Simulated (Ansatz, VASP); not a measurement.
One calculation of GaN, two programs

The input INCAR:

```
SYSTEM = GaN
  ALGO = Normal
  EDIFF = 1E-6
  EDIFFG = -0.04
  ENCUT = 600
  GGA = PE
  IBRION = 2
  ISIF = 3
  ISMEAR = 0
  LASPH = .True.
  LCHARG = .False.
  LREAL = .False.
  LWAVE = .False.
  NELM = 80
  NSW = 90
  PREC = Accurate
  SIGMA = 0.1
```

File KPOINTS:

```
k-points
0
Gamma
  6 6 4
  0 0 0
```

Contents of POSCAR:

```
GaN
1.0
    3.2108682500      0.0000000000      0.0000000000
   -1.6054341200      2.7806934700      0.0000000000
    0.0000000000      0.0000000000      5.2901932200
Ga N
2 2
Direct
    0.3333333300      0.6666666700      0.7500000000
    0.6666666700      0.3333333300      0.2500000000
    0.0000000000      0.0000000000      0.0000000000
    0.0000000000      0.0000000000      0.5000000000
```

Input for Ansatz:

```yaml
crystal:
  lattice:
    - [3.21086825, 0.0, 0.0]
    - [-1.60543412, 2.78069347, 0.0]
    - [0.0, 0.0, 5.29019322]
  atoms:
    - { symbol: Ga, position: [0.33333333, 0.66666667, 0.75] }
    - { symbol: Ga, position: [0.66666667, 0.33333333, 0.25] }
    - { symbol: "N", position: [0.0, 0.0, 0.0] }
    - { symbol: "N", position: [0.0, 0.0, 0.5] }
basis:
  ecutwfc: 420
kpoints:
  mp_grid: { grid: [6, 6, 4] }
hamiltonian:
  xc: pbe
scf:
  occupations: { method: gaussian, width: 0.1 }
  lower_state_search: "off"
output:
  forces: true
  stress: true
  eigenvalues: true
relax:
  adjacent_minimum: "off"
  f_tol: 0.04
  max_steps: 70
  cell: { stress_tol: 0.4 }
```

Alike in both runs: task relaxation of cell and atoms; functional PBE; k mesh 6 × 6 × 4; occupations gaussian, width 0.1 eV; no spin polarisation.

|  | VASP | Ansatz |
| --- | --- | --- |
| version | VASP 6.6.1 | Ansatz 0.2.0 |
| potentials or method | VASP PAW PBE potentials, release 64 (Ga_d, N) | scalar-relativistic, plane waves, PAW |
| plane-wave cutoff (eV) | 600 | 420 |
| valence electrons in the cell | 36 | 36 |

VASP gave:

```
gap on the k mesh at the Fermi level, each at its own relaxed structure (eV) : none
relaxed volume (Å³/atom)                                                     : 10.29
relaxed cell length with the largest relative difference (Å)                 : 5.271
energy change over the relaxation (meV/atom)                                 : -109
```

**Question.** What did Ansatz give for the same quantities?

**Answer.** gap on the k mesh at the Fermi level, each at its own relaxed structure (eV): none; relaxed volume (Å³/atom): 10.26; relaxed cell length with the largest relative difference (Å): 5.266; energy change over the relaxation (meV/atom): -113.

A gap of «none» marks a metal or a gap that the smearing closes.

Caveats: the k mesh is coarse (spacing up to 0.38 Å⁻¹), so the values aren't converged.
